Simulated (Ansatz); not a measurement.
**PbS, one cell by several methods**

```
Pb S
1.0
     0.00000    2.90570    2.96500
     2.90570    0.00000    2.96500
     2.90570    2.90570    0.00000
Pb S
1 1
Direct
  0.00000 0.00000 0.00000
  0.50000 0.50000 0.50000
```

Atoms are numbered in the order listed.

The cell is COD entry 9000001, as deposited and not checked against the literature; nothing was relaxed. The listed cell was then made from it by scaling, straining or moving an atom.

No spin–orbit coupling, which matters for the heavy atoms here.

Levels of theory: DFT, PBE, PAW with Ansatz's default frozen-core files, scalar-relativistic (Ansatz 0.2.0); DFT, PBE, all-electron LAPW, scalar-relativistic (Ansatz 0.2.0).

For PAW: a Γ-centred 8×8×8 k mesh, Fermi–Dirac smearing of 0.01 eV, cutoff 420 eV, no spin polarisation. LAPW targets a basis error of 0.5 meV/atom. The Ansatz runs share mesh, smearing and spin set-up. Plane-wave (PAW) pressures include the program's estimate of the Pulay term.

Stress and pressure are positive in compression.

The change that made this cell: equal xx and yy strain of -2 %.

PAW results:

```
       quantity    PAW
 pressure (GPa)   5.09
stress xx (GPa)   6.12
stress zz (GPa)   3.04
  band gap (eV)  0.183
```

Problem. What does all-electron LAPW give for the same quantities?

Solution. 
```tsv
quantity	LAPW
pressure (GPa)	5.10
stress xx (GPa)	6.13
stress zz (GPa)	3.05
band gap (eV)	0.182
```
